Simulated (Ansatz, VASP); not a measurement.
One calculation of HgSe, two programs

Contents of POSCAR:

```
HgSe
1.0
    0.0000000000      3.0913387891      3.0913387891
    3.0913387891      0.0000000000      3.0913387891
    3.0913387891      3.0913387891      0.0000000000
Hg Se
1 1
Direct
    0.0000000000      0.0000000000      0.0000000000
    0.7500000000      0.7500000000      0.7500000000
```

File INCAR.step1:

```
PREC = Accurate
ENCUT = 520
ISMEAR = 0
SIGMA = 0.15
LREAL = F
LASPH = T
NELM = 100
NBANDS = 16
GGA = PE
ALGO = Normal
EDIFF = 1E-4
LWAVE = T
LCHARG = F
```

INCAR.step2

```
PREC = Accurate
ENCUT = 520
EDIFF = 1E-7
ISMEAR = 0
SIGMA = 0.15
LREAL = F
LASPH = T
NELM = 100
ALGO = Normal
ISIF = 2
LWAVE = F
LCHARG = F
METAGGA = R2SCAN
LMIXTAU = T
NBANDS = 16
ISTART = 1
```

Contents of KPOINTS:

```
regular mesh
0
Gamma
  14 14 14
```

Input for Ansatz:

```yaml
crystal:
  lattice:
    - [0.0, 3.0913387891, 3.0913387891]
    - [3.0913387891, 0.0, 3.0913387891]
    - [3.0913387891, 3.0913387891, 0.0]
  atoms:
    - { symbol: Hg, position: [0.0, 0.0, 0.0] }
    - { symbol: Se, position: [0.75, 0.75, 0.75] }
basis:
  ecutwfc: 500
kpoints:
  mp_grid: { grid: [14, 14, 14] }
hamiltonian:
  xc: r2scan
scf:
  occupations: { method: gaussian, width: 0.15 }
output:
  forces: true
  stress: true
  eigenvalues: true
```

Alike in both runs: task single point; functional r2SCAN; k mesh 14 × 14 × 14; occupations gaussian, width 0.15 eV; no spin polarisation.

|  | VASP | Ansatz |
| --- | --- | --- |
| version | VASP 6.6.1 | Ansatz 0.2.0 |
| potentials or method | VASP PAW PBE potentials, release 64 (Hg, Se) | scalar-relativistic, plane waves, PAW |
| plane-wave cutoff (eV) | 520 | 500 |
| valence electrons in the cell | 18 | 36 |

|  | VASP | Ansatz | Ansatz less VASP |
| --- | --- | --- | --- |
| gap on the k mesh at the Fermi level (eV) | none | none | - |
| pressure (GPa) | 0.2 | 0.0 | -0.21 |

A gap of «none» marks a metal or a gap that the smearing closes. The two sets of potentials don't hold the same shells in valence.

Caveats: the PAW data sets were made with another functional, which shifts forces and pressure a little (VASP). The runs have no spin-orbit coupling, so splittings on Hg are missing.
